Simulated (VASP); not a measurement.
# CdSe (P6_3mc) in VASP: phonons with r2SCAN

Aim: the phonons of CdSe with r2SCAN.

All numbers are computed with VASP 6.6.1; they aren't measurements. Logs are shortened: lines on timing, memory, paths and dates and some standing lists are left out, and cuts for length are marked.

**1. Starting point**

It takes space group P6_3mc (No. 186, hexagonal). The conventional cell has a = 4.300 Å, b = 4.300 Å, c = 7.020 Å, α = 90.00°, β = 90.00°, γ = 120.00°. Around Cd (site symmetry 3m) lie 4 Se at 2.61 to 2.70 Å. Se (site symmetry 3m) has 4 Cd at 2.61 to 2.70 Å as nearest neighbours.

**2. Phonons, r2SCAN**

The input, POSCAR:

```
CdSe
1.0
    4.3000000000      0.0000000000      0.0000000000
   -2.1500000000      3.7239092400      0.0000000000
    0.0000000000      0.0000000000      7.0200000000
Cd Se
2 2
Direct
    0.3333333300      0.6666666700      0.0000000000
    0.6666666700      0.3333333300      0.5000000000
    0.3333333300      0.6666666700      0.3850000000
    0.6666666700      0.3333333300      0.8850000000
```

The input, INCAR.step1:

```
SYSTEM = CdSe
PREC = Accurate ; ENCUT = 600
EDIFF = 1E-8 ; ISMEAR = 0
SIGMA = 0.02 ; LREAL = .False.
LASPH = .True. ; NELM = 60
ALGO = Normal ; ISIF = 3
LWAVE = .False. ; LCHARG = .False.
METAGGA = R2SCAN ; LMIXTAU = .True.
IBRION = 2 ; NSW = 40
EDIFFG = -0.002
```

The input, INCAR.step2:

```
SYSTEM = CdSe
PREC = Accurate ; ENCUT = 600
EDIFF = 1E-8 ; ISMEAR = 0
SIGMA = 0.02 ; LREAL = .False.
LASPH = .True. ; NELM = 60
ALGO = Normal ; ISIF = 2
LWAVE = .False. ; LCHARG = .False.
METAGGA = R2SCAN ; LMIXTAU = .True.
IBRION = 6 ; NFREE = 2
POTIM = 0.015 ; NSW = 1
```

The input, KPOINTS:

```
Automatic mesh
0
Gamma
  7 7 3
  0 0 0
```

Potentials or basis: VASP PAW PBE potentials, release 64 (Cd, Se).

The run is started by

```bash
$ cat potpaw_PBE.64/Cd/POTCAR potpaw_PBE.64/Se/POTCAR > POTCAR
$ cp INCAR.step1 INCAR
$ mpirun -np 1 vasp_std > vasp.out
$ cp CONTCAR POSCAR
$ cp INCAR.step2 INCAR
$ mpirun -np 1 vasp_std > vasp.out
```

OUTCAR:

```text
SYSTEM = CdSe
   PREC = Accurate
   ENCUT = 600
   EDIFF = 1E-8
   ISMEAR = 0
   LREAL = .False.
   LASPH = .True.
   NELM = 60
   ISIF = 2
   METAGGA = R2SCAN
   IBRION = 6
   NFREE = 2
   POTIM = 0.015
   NSW = 1

 ion  position               nearest neighbor table
   1  0.333  0.667  0.005-   4 2.66   4 2.66   4 2.66   3 2.66
   2  0.667  0.333  0.505-   3 2.66   3 2.66   3 2.66   4 2.66
   3  0.333  0.667  0.380-   2 2.66   2 2.66   2 2.66   1 2.66
   4  0.667  0.333  0.880-   1 2.66   1 2.66   1 2.66   2 2.66

  LATTYP: Found a hexagonal cell.
 ALAT       =     4.3452087067
 C/A-ratio  =     1.6312177613

  Lattice vectors:

 A1 = (   4.3452087067,   0.0000000000,   0.0000000000)
 A2 = (  -2.1726043533,   3.7630611286,   0.0000000000)
 A3 = (   0.0000000000,   0.0000000000,   7.0879816190)

Analysis of symmetry for initial positions (statically):
=====================================================================
 Subroutine PRICEL returns:
 Original cell was already a primitive cell.

 Routine SETGRP: Setting up the symmetry group for a
 hexagonal supercell.

 Subroutine GETGRP returns: Found 12 space group operations
 (whereof  6 operations were pure point group operations)
 out of a pool of 24 trial point group operations.

The static configuration has the point symmetry C_3v.
 The point group associated with its full space group is C_6v.

Analysis of symmetry for dynamics (positions and initial velocities):
=====================================================================
 Subroutine PRICEL returns:
 Original cell was already a primitive cell.

 Routine SETGRP: Setting up the symmetry group for a
 hexagonal supercell.

 Subroutine GETGRP returns: Found 12 space group operations
 (whereof  6 operations were pure point group operations)
 out of a pool of 24 trial point group operations.

The dynamic configuration has the point symmetry C_3v.
 The point group associated with its full space group is C_6v.

 Subroutine INISYM returns: Found 12 space group operations
 (whereof  6 operations are pure point group operations),
 and found     1 'primitive' translations

----------------------------------------------------------------------------------------

                                     Primitive cell

  volume of cell :     115.8976

  direct lattice vectors                    reciprocal lattice vectors
     4.345208707  0.000000000  0.000000000     0.230138543  0.132870550  0.000000000
    -2.172604353  3.763061129  0.000000000     0.000000000  0.265741099  0.000000000
     0.000000000  0.000000000  7.087981619     0.000000000  0.000000000  0.141083887

  length of vectors
     4.345208707  4.345208710  7.087981619     0.265741099  0.265741099  0.141083887

  position of ions in fractional coordinates (direct lattice)
     0.333333330  0.666666670  0.004578400
     0.666666670  0.333333330  0.504578400
     0.333333330  0.666666670  0.380421600
     0.666666670  0.333333330  0.880421600

  ion indices of the primitive-cell ions
   primitive index   ion index
                 1           1
                 2           2
                 3           3
                 4           4

----------------------------------------------------------------------------------------

 KPOINTS: Automatic mesh

Automatic generation of k-mesh.
 Grid dimensions read from file:
 generate k-points for:    7    7    3

 Generating k-lattice:

  Cartesian coordinates                     Fractional coordinates (reciprocal lattice)
     0.032876935  0.018981507  0.000000000     0.142857143  0.000000000  0.000000000
     0.000000000  0.037963014  0.000000000     0.000000000  0.142857143  0.000000000
     0.000000000  0.000000000  0.047027962     0.000000000  0.000000000  0.333333333

  Length of vectors
     0.037963014  0.037963014  0.047027962

  Shift w.r.t. Gamma in fractional coordinates (k-lattice)
     0.000000000  0.000000000  0.000000000

 Subroutine IBZKPT returns following result:
 ===========================================

 Found     16 irreducible k-points:

 Following reciprocal coordinates:
            Coordinates               Weight
  0.000000  0.000000  0.000000      1.000000
  0.142857  0.000000  0.000000      6.000000
  0.285714  0.000000  0.000000      6.000000
  0.428571  0.000000  0.000000      6.000000
  0.142857  0.142857  0.000000      6.000000
  0.285714  0.142857  0.000000     12.000000
[... 8 lines left out ...]
  0.428571  0.142857  0.333333     12.000000
  0.285714  0.285714  0.333333     12.000000
   k-points           NKPTS =     16   k-points in BZ     NKDIM =     16   number of bands    NBANDS=     22
   number of dos      NEDOS =    301   number of ions     NIONS =      4
   total plane-waves  NPLWV =  77760
   dimension x,y,z NGX =    36 NGY =   36 NGZ =   60
   dimension x,y,z NGXF=    72 NGYF=   72 NGZF=  120
   ions per type =               2   2
   NGX,Y,Z   is equivalent  to a cutoff of  13.77, 13.77, 14.07 a.u.
   NGXF,Y,Z  is equivalent  to a cutoff of  27.55, 27.55, 28.15 a.u.
 SYSTEM =  CdSe
   PREC   = accura    normal or accurate (medium, high low for compatibility)
   ISTART =      0    job   : 0-new  1-cont  2-samecut
   ICHARG =      2    charge: 1-file 2-atom 10-const
   ISPIN  =      1    spin polarized calculation?
   LNONCOLLINEAR =      F non collinear calculations
   LSORBIT =      F    spin-orbit coupling
   LASPH  =      T    aspherical Exc in radial PAW
   ENCUT  =  600.0 eV  44.10 Ry    6.64 a.u.   8.68  8.68 14.16*2*pi/ulx,y,z
   NELM   =     60;   NELMIN=  2; NELMDL=  0     # of ELM steps
   EDIFF  = 0.1E-07   stopping-criterion for ELM
   LREAL  =      F    real-space projection
   EDIFFG = 0.1E-06   stopping-criterion for IOM
   NSW    =     85    number of steps for IOM
   IBRION =      6    ionic relax: 0-MD 1-quasi-New 2-CG
   NFREE  =      2    steps in history (QN), initial steepest desc. (CG)
   ISIF   =      2    stress and relaxation
   ISYM   =      2    0-nonsym 1-usesym 2-fastsym
   POTIM  = 0.0150    time-step for ionic-motion
   TEBEG  =    0.0;   TEEND  =   0.0 temperature during run
   PSTRESS=    0.0 pullay stress
   NELECT =      36.0000    total number of electrons
   NUPDOWN=      -1.0000    fix difference up-down
   EMIN   =  10.00;   EMAX   =-10.00  energy-range for DOS
   EFERMI =   0.00;   METHOD = LEGACY
   ISMEAR =     0;   SIGMA  =   0.02  broadening in eV -4-tet -1-fermi 0-gaus
   EFERMI_NEDOS =   21; number of points for ismear=-14 and -15
   IALGO  =     38    algorithm
   IMIX   =      4    mixing-type and parameters
     AMIX     =   0.40;   BMIX     =  1.00
     AMIX_MAG =   1.60;   BMIX_MAG =  1.00
  volume/ion in A,a.u.               =      28.97       195.53
  Fermi-wavevector in a.u.,A,eV,Ry     =   1.108709  2.095156 16.724761  1.229235
  Thomas-Fermi vector in A             =   2.245239
   LORBIT       =      0    0 simple, 1 ext, 2 COOP (PROOUT), +10 PAW based schemes
   METAGGA = R2SCAN    functional components
   LHFCALC =     F    Hartree Fock is set to
   AEXX    =    0.0000 exact exchange contribution
   IVDW    =     0    specifies the selected vdW correction
   LEPSILON=     F    determine dielectric tensor
   LRPA    =     F    only Hartree local field effects (RPA)
 finite differences with symmetry
 non-spin polarized calculation
 Gauss-broadening in eV      SIGMA  =   0.02
  energy-cutoff  :      600.00
  volume of cell :      115.90
 maximum number of plane-waves:      3885
 NGX is ok and might be reduce to    36
   NGX = 17   NGY = 17   NGZ = 29

--------------------------------------- Ionic step        1  -------------------------------------------

 number of electron      35.9999998 magnetization

 Free energy of the ion-electron system (eV)
  ---------------------------------------------------
  ext. energy  EPLUGINS =         0.00000000
  ---------------------------------------------------
  free energy    TOTEN  =       -71.83155952 eV

  energy without entropy =      -71.83155952  energy(sigma->0) =      -71.83155952

------------------------ aborting loop because EDIFF is reached ----------------------------------------

  FORCE on cell =-STRESS in cart. coord.  units (eV):
  Direction    XX          YY          ZZ          XY          YZ          ZX
  --------------------------------------------------------------------------------------
  -------------------------------------------------------------------------------------
  Total        0.0010664      0.0010664      0.0013380      0.0000000      0.0000000      0.0000000
  in kB        0.0147414      0.0147414      0.0184967      0.0000000      0.0000000      0.0000000
  external PRESSURE =       0.0159932 kB  Pullay stress =       0.0000000 kB
[... 291 lines left out ...]
--------------------------------------- Ionic step        9  -------------------------------------------

 number of electron      35.9999998 magnetization

 Free energy of the ion-electron system (eV)
  ---------------------------------------------------
  ext. energy  EPLUGINS =         0.00000000
  ---------------------------------------------------
  free energy    TOTEN  =       -71.83078027 eV

  energy without entropy =      -71.83078027  energy(sigma->0) =      -71.83078027

 E-fermi :   0.5051     XC(G=0):  -9.2790

 val. band max:        0.4179093477   @ k =   0.0000   0.0000   0.0000
 cond. band min:       1.4985865709   @ k =   0.0000   0.0000   0.0000
 fundamental gap:      1.0806772231
 Fermi energy:         0.5050789023

 k-point     1 :       0.0000    0.0000    0.0000
  band No.  band energies     occupation
      1     -12.4420      2.00000
      2     -12.0818      2.00000
      3      -7.6555      2.00000
      4      -7.6426      2.00000
      5      -7.6426      2.00000
      6      -7.5731      2.00000
[... 520 lines left out ...]
  FREE ENERGIE OF THE ION-ELECTRON SYSTEM (eV)
  ---------------------------------------------------
  free  energy   TOTEN  =       -71.8307802730 eV

  energy  without entropy=      -71.8307802730  energy(sigma->0) =      -71.83078027

 INTERNAL STRAIN TENSORS FROM DISPLACED ATOMS
 ============================================

 INTERNAL STRAIN TENSOR FOR ION    1 for displacements in x,y,z  (eV/Angst):
          X           Y           Z          XY          YZ          ZX
  --------------------------------------------------------------------------------
  x     0.00000    -0.00000    -0.00000    -4.89500     0.00000    -3.62424
  y    -4.89500     4.89500     0.00000    -0.00000    -3.62424     0.00000
  z    -3.51538    -3.51538     6.75530     0.00000     0.00000     0.00000

 INTERNAL STRAIN TENSOR FOR ION    4 for displacements in x,y,z  (eV/Angst):
          X           Y           Z          XY          YZ          ZX
  --------------------------------------------------------------------------------
  x     0.00000     0.00000     0.00000     6.18726     0.00000     3.62245
  y     6.18726    -6.18726    -0.00000     0.00000     3.62245     0.00000
  z     3.51469     3.51469    -6.75343     0.00000     0.00000     0.00000

 Eigenvectors and eigenvalues of the dynamical matrix
 ----------------------------------------------------

   1 f  =    5.524964 THz    34.714372 2PiTHz  184.292958 cm-1    22.849404 meV
             X         Y         Z           dx          dy          dz
     -0.000000  2.508707  0.032452     0.000000    0.000000    0.259812
      2.172604  1.254354  3.576442    -0.000000   -0.000000   -0.259812
     -0.000000  2.508707  2.696421     0.000000    0.000000   -0.657646
      2.172604  1.254354  6.240412    -0.000000   -0.000000    0.657646
[... 50 lines left out ...]
   9 f  =    1.015854 THz     6.382796 2PiTHz   33.885229 cm-1     4.201231 meV
             X         Y         Z           dx          dy          dz
     -0.000000  2.508707  0.032452     0.571735    0.000000   -0.000000
      2.172604  1.254354  3.576442    -0.571735   -0.000000   -0.000000
     -0.000000  2.508707  2.696421    -0.416076   -0.000000   -0.000000
      2.172604  1.254354  6.240412     0.416076    0.000000   -0.000000

  10 f/i=    0.000165 THz     0.001039 2PiTHz    0.005516 cm-1     0.000684 meV
             X         Y         Z           dx          dy          dz
     -0.000000  2.508707  0.032452    -0.456027   -0.292839    0.000000
      2.172604  1.254354  3.576442    -0.456027   -0.292839    0.000000
     -0.000000  2.508707  2.696421    -0.382174   -0.245414    0.000000
      2.172604  1.254354  6.240412    -0.382174   -0.245414    0.000000

  11 f/i=    0.000165 THz     0.001039 2PiTHz    0.005516 cm-1     0.000684 meV
             X         Y         Z           dx          dy          dz
     -0.000000  2.508707  0.032452     0.292839   -0.456027   -0.000000
      2.172604  1.254354  3.576442     0.292839   -0.456027   -0.000000
     -0.000000  2.508707  2.696421     0.245414   -0.382174   -0.000000
      2.172604  1.254354  6.240412     0.245414   -0.382174   -0.000000

  12 f/i=    0.003261 THz     0.020488 2PiTHz    0.108769 cm-1     0.013486 meV
             X         Y         Z           dx          dy          dz
     -0.000000  2.508707  0.032452     0.000000    0.000000    0.542247
      2.172604  1.254354  3.576442     0.000000    0.000000    0.542247
     -0.000000  2.508707  2.696421     0.000000    0.000000    0.453837
      2.172604  1.254354  6.240412     0.000000    0.000000    0.453837

 ELASTIC MODULI CONTR FROM IONIC RELAXATION (kBar)
 Direction    XX          YY          ZZ          XY          YZ          ZX
 --------------------------------------------------------------------------------
 XX        -269.8277    115.1779    148.5849     -0.0000      0.0000     -0.0000
 YY         115.1779   -269.8277    148.5849      0.0000     -0.0000      0.0000
 ZZ         148.5849    148.5849   -285.5156     -0.0000      0.0000     -0.0000
 XY          -0.0000      0.0000     -0.0000   -192.5028      0.0000     -0.0000
 YZ          -0.0000     -0.0000      0.0000      0.0000    -77.7165     -0.0000
 ZX          -0.0000      0.0000     -0.0000     -0.0000     -0.0000    -77.7166
 --------------------------------------------------------------------------------
```

It took 57 min on 1 thread of Intel Xeon 6975P-C (Granite Rapids), shared host; peak memory 0.54 GiB.

What came out:

| Property | Result |
| --- | --- |
| Relaxed volume | 28.97 Å³/atom |
| Relaxed cell | a = 4.345 Å, b = 4.345 Å, c = 7.088 Å, α = 90.00°, β = 90.00°, γ = 120.00° |
| Space group after relaxing (to 0.05 Å) | P6_3mc (No. 186) |
| Highest phonon frequency at Γ, LO-TO splitting left out | 184 cm⁻¹ |

Step by step:
```csv
step,energy change (eV),largest force (eV/Å),pressure (GPa),volume (Å³)
1,0.0000,0.2853,1.80,112.41
2,-0.0304,0.0456,-0.72,117.60
3,-0.0334,0.0987,-0.19,116.35
4,-0.0351,0.0511,-0.01,115.94
5,-0.0353,0.0266,0.08,115.74
6,-0.0363,0.0197,0.05,115.79
7,-0.0377,0.0024,-0.02,115.95
8,-0.0377,0.0034,-0.02,115.96
9,-0.0377,0.0024,0.03,115.85
10,-0.0377,0.0003,0.01,115.90
```

Final structure:
```yaml
crystal:
  lattice:
    - [4.34521, 0.00000, 0.00000]
    - [-2.17260, 3.76306, 0.00000]
    - [0.00000, 0.00000, 7.08798]
  atoms:
    - { symbol: Cd, position: [0.33333, 0.66667, 0.00458] }
    - { symbol: Cd, position: [0.66667, 0.33333, 0.50458] }
    - { symbol: Se, position: [0.33333, 0.66667, 0.38042] }
    - { symbol: Se, position: [0.66667, 0.33333, 0.88042] }
```

Phonon frequencies in cm⁻¹ (negative: imaginary):
```csv
q point,frequencies
"(0.000, 0.000, 0.000)",0 0 0 34 34 122 161 165 165 169 169 184
```

Caveat: the PAW data sets were made with another functional, which shifts forces and pressure a little.
